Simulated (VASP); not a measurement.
# Ru (P6_3/mmc) in VASP: single point with LDA

Aim: the single point of Ru with LDA.

Everything below comes from runs of VASP 6.6.1. Logs are shortened: lines on timing, memory, paths and dates and some standing lists are left out, and cuts for length are marked.

## Step 1: Starting point

It takes space group P6_3/mmc (No. 194, hexagonal). Conventional cell: a = 2.675 Å, b = 2.675 Å, c = 4.235 Å, α = 90.00°, β = 90.00°, γ = 120.00°. Around Ru (site symmetry -6m2) lie 12 Ru at 2.62 to 2.67 Å.

## Step 2: Single point, LDA

The input, INCAR:

```
SYSTEM = Ru
PREC = Accurate ; ENCUT = 520
EDIFF = 1E-6 ; ISMEAR = 1
SIGMA = 0.1 ; LREAL = .False.
LASPH = .True. ; NELM = 80
ALGO = Normal ; ISIF = 2
LWAVE = .False. ; LCHARG = .False.
GGA = CA ; ICORELEVEL = 1
```

The input, KPOINTS:

```
Automatic mesh
0
Gamma
  14 9 23
  0 0 0
```

The input, POSCAR:

```
Ru
1.0
    2.6745381300      0.0000000000      0.0000000000
    0.0000000000      4.2350900000      0.0000000000
    1.3372689400      0.0000000000      2.3162178900
Ru
2
Direct
    0.3333330000      0.7500000000      0.3333330000
    0.6666670000      0.2500000000      0.6666670000
```

Potentials or basis: VASP PAW LDA potentials, release 64 (Ru_pv).

Started as:

```console
> cat potpaw_LDA.64/Ru_pv/POTCAR > POTCAR
> mpirun -np 1 vasp_std > vasp.out
```

OUTCAR:

```text
SYSTEM = Ru
   PREC = Accurate
   ENCUT = 520
   EDIFF = 1E-6
   ISMEAR = 1
   LREAL = .False.
   LASPH = .True.
   NELM = 80
   ISIF = 2
   GGA = CA

 ion  position               nearest neighbor table
   1  0.333  0.750  0.333-   2 2.62   2 2.62   2 2.62   2 2.62   2 2.62   2 2.62
   2  0.667  0.250  0.667-   1 2.62   1 2.62   1 2.62   1 2.62   1 2.62   1 2.62

  LATTYP: Found a hexagonal cell.
 ALAT       =     2.6745381284
 C/A-ratio  =     1.5834846230

  Lattice vectors:

 A1 = (  -1.3372691900,   0.0000000000,   2.3162178900)
 A2 = (   2.6745381300,   0.0000000000,   0.0000000000)
 A3 = (   0.0000000000,   4.2350900000,   0.0000000000)

Analysis of symmetry for initial positions (statically):
=====================================================================
 Subroutine PRICEL returns:
 Original cell was already a primitive cell.

 Routine SETGRP: Setting up the symmetry group for a
 hexagonal supercell.

 Subroutine GETGRP returns: Found 24 space group operations
 (whereof 12 operations were pure point group operations)
 out of a pool of 24 trial point group operations.

The static configuration has the point symmetry D_3d.
 The point group associated with its full space group is D_6h.

Analysis of symmetry for dynamics (positions and initial velocities):
=====================================================================
 Subroutine PRICEL returns:
 Original cell was already a primitive cell.

 Routine SETGRP: Setting up the symmetry group for a
 hexagonal supercell.

 Subroutine GETGRP returns: Found 24 space group operations
 (whereof 12 operations were pure point group operations)
 out of a pool of 24 trial point group operations.

The dynamic configuration has the point symmetry D_3d.
 The point group associated with its full space group is D_6h.

 Subroutine INISYM returns: Found 24 space group operations
 (whereof 12 operations are pure point group operations),
 and found     1 'primitive' translations

----------------------------------------------------------------------------------------

                                     Primitive cell

  volume of cell :      26.2356

  direct lattice vectors                    reciprocal lattice vectors
     2.674538130  0.000000000  0.000000000     0.373896333  0.000000000 -0.215869135
     0.000000000  4.235090000  0.000000000     0.000000000  0.236122491  0.000000000
     1.337268940  0.000000000  2.316217890     0.000000000  0.000000000  0.431738311

  length of vectors
     2.674538130  4.235090000  2.674538003     0.431738291  0.236122491  0.431738311

  position of ions in fractional coordinates (direct lattice)
     0.333333000  0.750000000  0.333333000
     0.666667000  0.250000000  0.666667000

  ion indices of the primitive-cell ions
   primitive index   ion index
                 1           1
                 2           2

----------------------------------------------------------------------------------------

 KPOINTS: Automatic mesh

Automatic generation of k-mesh.
 Grid dimensions read from file:
 generate k-points for:   14    9   23

 Generating k-lattice:

  Cartesian coordinates                     Fractional coordinates (reciprocal lattice)
     0.026706881  0.000000000 -0.015419224     0.071428571  0.000000000  0.000000000
     0.000000000  0.026235832  0.000000000     0.000000000  0.111111111  0.000000000
     0.000000000  0.000000000  0.018771231     0.000000000  0.000000000  0.043478261

  Length of vectors
     0.030838449  0.026235832  0.018771231

  Shift w.r.t. Gamma in fractional coordinates (k-lattice)
     0.000000000  0.000000000  0.000000000

 -----------------------------------------------------------------------------
|                                                                             |
|           W    W    AA    RRRRR   N    N  II  N    N   GGGG   !!!           |
|           W    W   A  A   R    R  NN   N  II  NN   N  G    G  !!!           |
|           W    W  A    A  R    R  N N  N  II  N N  N  G       !!!           |
|           W WW W  AAAAAA  RRRRR   N  N N  II  N  N N  G  GGG   !            |
|           WW  WW  A    A  R   R   N   NN  II  N   NN  G    G                |
|           W    W  A    A  R    R  N    N  II  N    N   GGGG   !!!           |
|                                                                             |
|     Your reciprocal lattice and k-lattice belong to different lattice       |
|     classes:                                                                |
|                                                                             |
|        The reciprocal lattice is hexagonal,                                 |
|        whereas your k-lattice is simple monoclinic.                         |
|                                                                             |
|     Results are often still useful ...                                      |
|                                                                             |
 -----------------------------------------------------------------------------

 WARNING: IBZKPT: internal override: KBLOWUP is changed to .FALSE.
      ... skipping the blow-up phase ...

 Subroutine IBZKPT returns following result:
 ===========================================

 Found    810 irreducible k-points:

 Following reciprocal coordinates:
            Coordinates               Weight
  0.000000  0.000000  0.000000      1.000000
  0.071429  0.000000  0.000000      2.000000
  0.142857  0.000000  0.000000      2.000000
  0.214286  0.000000  0.000000      2.000000
  0.285714  0.000000  0.000000      2.000000
  0.357143  0.000000  0.000000      2.000000
[... 16 lines left out ...]
  0.428571  0.222222  0.000000      4.000000
  0.500000  0.222222  0.000000      2.000000
 [... further k-points ...]
   k-points           NKPTS =    810   k-points in BZ     NKDIM =    810   number of bands    NBANDS=     18
   number of dos      NEDOS =    301   number of ions     NIONS =      2
   total plane-waves  NPLWV =  12800
   dimension x,y,z NGX =    20 NGY =   32 NGZ =   20
   dimension x,y,z NGXF=    40 NGYF=   64 NGZF=   40
   ions per type =               2
   NGX,Y,Z   is equivalent  to a cutoff of  12.43, 12.56, 12.43 a.u.
   NGXF,Y,Z  is equivalent  to a cutoff of  24.86, 25.12, 24.86 a.u.
 SYSTEM =  Ru
   PREC   = accura    normal or accurate (medium, high low for compatibility)
   ISTART =      0    job   : 0-new  1-cont  2-samecut
   ICHARG =      2    charge: 1-file 2-atom 10-const
   ISPIN  =      1    spin polarized calculation?
   LNONCOLLINEAR =      F non collinear calculations
   LSORBIT =      F    spin-orbit coupling
   LASPH  =      T    aspherical Exc in radial PAW
   ENCUT  =  520.0 eV  38.22 Ry    6.18 a.u.   4.97  7.87  4.97*2*pi/ulx,y,z
   NELM   =     80;   NELMIN=  2; NELMDL= -5     # of ELM steps
   EDIFF  = 0.1E-05   stopping-criterion for ELM
   LREAL  =      F    real-space projection
[... 7 lines left out ...]
   TEBEG  =    0.0;   TEEND  =   0.0 temperature during run
   PSTRESS=    0.0 pullay stress
   NELECT =      28.0000    total number of electrons
   NUPDOWN=      -1.0000    fix difference up-down
   EMIN   =  10.00;   EMAX   =-10.00  energy-range for DOS
   EFERMI =   0.00;   METHOD = LEGACY
   ISMEAR =     1;   SIGMA  =   0.10  broadening in eV -4-tet -1-fermi 0-gaus
   EFERMI_NEDOS =   21; number of points for ismear=-14 and -15
   IALGO  =     38    algorithm
   IMIX   =      4    mixing-type and parameters
     AMIX     =   0.40;   BMIX     =  1.00
     AMIX_MAG =   1.60;   BMIX_MAG =  1.00
  volume/ion in A,a.u.               =      13.12        88.52
  Fermi-wavevector in a.u.,A,eV,Ry     =   1.673005  3.161521 38.081966  2.798946
  Thomas-Fermi vector in A             =   2.758052
   LORBIT       =      0    0 simple, 1 ext, 2 COOP (PROOUT), +10 PAW based schemes
   GGA     = CA    functional components
   LHFCALC =     F    Hartree Fock is set to
   AEXX    =    0.0000 exact exchange contribution
   IVDW    =     0    specifies the selected vdW correction
   LEPSILON=     F    determine dielectric tensor
   LRPA    =     F    only Hartree local field effects (RPA)
 non-spin polarized calculation
 Methfessel and Paxton  Order N= 1 SIGMA  =   0.10
  energy-cutoff  :      520.00
  volume of cell :       26.24
 maximum number of plane-waves:       726
   NGX =  9   NGY = 15   NGZ =  9

 number of electron      27.9999992 magnetization

 Free energy of the ion-electron system (eV)
  ---------------------------------------------------
  ext. energy  EPLUGINS =         0.00000000
  ---------------------------------------------------
  free energy    TOTEN  =       -21.39042674 eV

  energy without entropy =      -21.39036477  energy(sigma->0) =      -21.39040609

 the core state eigenenergies are
   1-  1s -21796.7817  2s  -3124.0248  2p  -2800.9719  3s   -536.0889  3p   -429.4914
       3d   -256.8361  4s    -59.2693
   2-  1s -21796.7817  2s  -3124.0248  2p  -2800.9719  3s   -536.0889  3p   -429.4914
       3d   -256.8361  4s    -59.2693

 E-fermi :  13.3328     XC(G=0): -14.5937

 val. band max:       13.3317481266   @ k =  -0.0714   0.1111   0.2174
 cond. band min:      13.3339747300   @ k =  -0.0714   0.2222   0.3043
 fundamental gap:      0.0022266033
 Fermi energy:        13.3327955974

 k-point     1 :       0.0000    0.0000    0.0000
  band No.  band energies     occupation
      1     -30.2653      2.00000
      2     -29.2032      2.00000
      3     -29.2032      2.00000
      4     -29.0117      2.00000
      5     -29.0117      2.00000
      6     -28.9659      2.00000
[... 10 lines left out ...]
     17      14.5931     -0.00000
     18      14.6671     -0.00000

 k-point     2 :       0.0714    0.0000    0.0000
  band No.  band energies     occupation
      1     -30.2455      2.00000
      2     -29.2458      2.00000
      3     -29.2175      2.00000
      4     -29.0561      2.00000
      5     -29.0174      2.00000
      6     -28.9750      2.00000
[... 10 lines left out ...]
     17      14.6713     -0.00000
     18      16.3415      0.00000

 k-point     3 :       0.1429    0.0000    0.0000
  band No.  band energies     occupation
      1     -30.1881      2.00000
      2     -29.3650      2.00000
      3     -29.2566      2.00000
      4     -29.1785      2.00000
      5     -29.0343      2.00000
      6     -29.0024      2.00000
[... 10 lines left out ...]
     17      14.8521     -0.00000
     18      18.1825      0.00000

 k-point     4 :       0.2143    0.0000    0.0000
  band No.  band energies     occupation
      1     -30.0989      2.00000
      2     -29.5373      2.00000
      3     -29.3501      2.00000
      4     -29.3111      2.00000
      5     -29.0605      2.00000
      6     -29.0482      2.00000
[... 10 lines left out ...]
     17      15.0465     -0.00000
     18      20.0778      0.00000

 k-point     5 :       0.2857    0.0000    0.0000
  band No.  band energies     occupation
      1     -29.9875      2.00000
      2     -29.7281      2.00000
      3     -29.5341      2.00000
      4     -29.3693      2.00000
      5     -29.1112      2.00000
      6     -29.0912      2.00000
[... 10 lines left out ...]
     17      15.2035     -0.00000
     18      21.9471      0.00000

 k-point     6 :       0.3571    0.0000    0.0000
  band No.  band energies     occupation
      1     -29.8993      2.00000
      2     -29.8679      2.00000
      3     -29.6945      2.00000
      4     -29.4202      2.00000
      5     -29.1870      2.00000
      6     -29.1197      2.00000
[... 97 lines left out ...]
 k-point    11 :       0.1429    0.1111    0.0000
  band No.  band energies     occupation
      1     -30.1579      2.00000
      2     -29.3559      2.00000
      3     -29.2500      2.00000
      4     -29.2044      2.00000
      5     -29.0412      2.00000
      6     -29.0192      2.00000
[... 10 lines left out ...]
     17      14.8305     -0.00000
     18      17.6861      0.00000

 k-point    12 :       0.2143    0.1111    0.0000
  band No.  band energies     occupation
      1     -30.0796      2.00000
      2     -29.5221      2.00000
      3     -29.3765      2.00000
      4     -29.3036      2.00000
      5     -29.0682      2.00000
      6     -29.0582      2.00000
[... 10 lines left out ...]
     17      14.9982     -0.00000
     18      19.3286      0.00000

 k-point    13 :       0.2857    0.1111    0.0000
  band No.  band energies     occupation
      1     -29.9954      2.00000
      2     -29.6936      2.00000
      3     -29.5581      2.00000
      4     -29.3611      2.00000
      5     -29.1140      2.00000
      6     -29.0997      2.00000
[... 10 lines left out ...]
     17      15.1323     -0.00000
     18      20.7456      0.00000

 k-point    14 :       0.3571    0.1111    0.0000
  band No.  band energies     occupation
      1     -29.9808      2.00000
      2     -29.7809      2.00000
      3     -29.7038      2.00000
      4     -29.4113      2.00000
      5     -29.1819      2.00000
      6     -29.1290      2.00000
      7       7.1654      2.00000
      8       7.5126      2.00000
      9       8.5454      2.00000
     10       9.9499      2.00000
     11      10.4974      2.00000
     12      11.1785      2.00000

------------------------ aborting loop because EDIFF is reached ----------------------------------------

  FORCE on cell =-STRESS in cart. coord.  units (eV):
  Direction    XX          YY          ZZ          XY          YZ          ZX
  --------------------------------------------------------------------------------------
  -------------------------------------------------------------------------------------
  Total        0.1180756     -0.2274605      0.1180756      0.0000000     -0.0000000     -0.0000000
  in kB        7.2107391    -13.8907524      7.2107387      0.0000000     -0.0000000     -0.0000004
  external PRESSURE =       0.1769085 kB  Pullay stress =       0.0000000 kB

 VOLUME and BASIS-vectors are now :
 -----------------------------------------------------------------------------
  energy-cutoff  :      520.00
  volume of cell :       26.24
      direct lattice vectors                 reciprocal lattice vectors
     2.674538130  0.000000000  0.000000000     0.373896333  0.000000000 -0.215869135
     0.000000000  4.235090000  0.000000000     0.000000000  0.236122491  0.000000000
     1.337268940  0.000000000  2.316217890     0.000000000  0.000000000  0.431738311

 POSITION                                       TOTAL-FORCE (eV/Angst)
 -----------------------------------------------------------------------------------
      1.33727      3.17632      0.77207        -0.000000      0.000000     -0.000000
      2.67454      1.05877      1.54415         0.000000      0.000000      0.000000
 -----------------------------------------------------------------------------------
    total drift:                               -0.000987     -0.000569     -0.000336

  FREE ENERGIE OF THE ION-ELECTRON SYSTEM (eV)
  ---------------------------------------------------
  free  energy   TOTEN  =       -21.3904267411 eV

  energy  without entropy=      -21.3903647737  energy(sigma->0) =      -21.39040609
```

Run time: 2.1 min. Hardware: 1 thread of Intel Xeon Platinum 8488C (Sapphire Rapids), shared host; peak memory 0.39 GiB.

Results:

```
Free energy            : -21.3904 eV
Pressure               : 0.0 GPa
Band gap on the k mesh : none (metal or under the smearing width)
```

Stress tensor (GPa, compression positive):
```
 0.72  0.00  0.00
 0.00 -1.39  0.00
 0.00  0.00  0.72
```

Levels at points of the mesh, in eV from the Fermi level:
| k point | band 11 | band 12 | band 13 | band 14 | band 15 | band 16 | band 17 | band 18 |
| --- | --- | --- | --- | --- | --- | --- | --- | --- |
| (0.00, 0.00, 0.00) | -2.57 | -2.03 | -2.03 | -1.46 | -1.46 | 1.26 | 1.26 | 1.33 |
| (0.50, 0.00, 0.00) | -2.18 | -1.85 | -1.60 | 1.53 | 1.98 | 2.05 | 4.28 | 6.38 |

Core levels (eV, on the scale of the bands):
| atom | levels |
| --- | --- |
| 1 Ru | 1s -21796.8, 2s -3124.0, 2p -2801.0, 3s -536.1, 3p -429.5, 3d -256.8, 4s -59.3 |
| 2 Ru | 1s -21796.8, 2s -3124.0, 2p -2801.0, 3s -536.1, 3p -429.5, 3d -256.8, 4s -59.3 |
